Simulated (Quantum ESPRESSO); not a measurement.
Runs of Quantum ESPRESSO 7.5 on LiH. Symmetry: Fm-3m, No. 225, cubic system. The conventional cell has a = 4.074 Å, b = 4.074 Å, c = 4.074 Å, α = 90.00°, β = 90.00°, γ = 90.00°. Li (site symmetry m-3m) has 6 H at 2.04 Å as nearest neighbours. H (site symmetry m-3m) has 6 Li at 2.04 Å as nearest neighbours. 

```tsv
level	potentials or basis	form of the LDA correlation	pressure (GPa)
PBEsol	GBRV 1.5 PBEsol	-	-2.3
BLYP	GBRV 1.5 PBE	-	-1.1
WC	GBRV 1.5 PBE	-	(a)
AM05	GBRV 1.5 PBE	-	(b)
LDA	GBRV 1.5 LDA	PZ81	-4.1
```

Alike in all rows: task dielectric tensor; no spin polarisation; cell as given; k mesh 8 × 8 × 8, shifted; cutoff (eV) 612; smearing fermi-dirac 0.05 eV.

**Question.** Estimate the missing entries.

**Answer.** (a) -2.0; (b) -1.6.

Caveats: the potentials were made for another functional, which shifts forces and pressure (some runs); the cell is more than 3 GPa from zero pressure, which shifts response properties (some runs).

Runs at the PBE level aren't shown here.
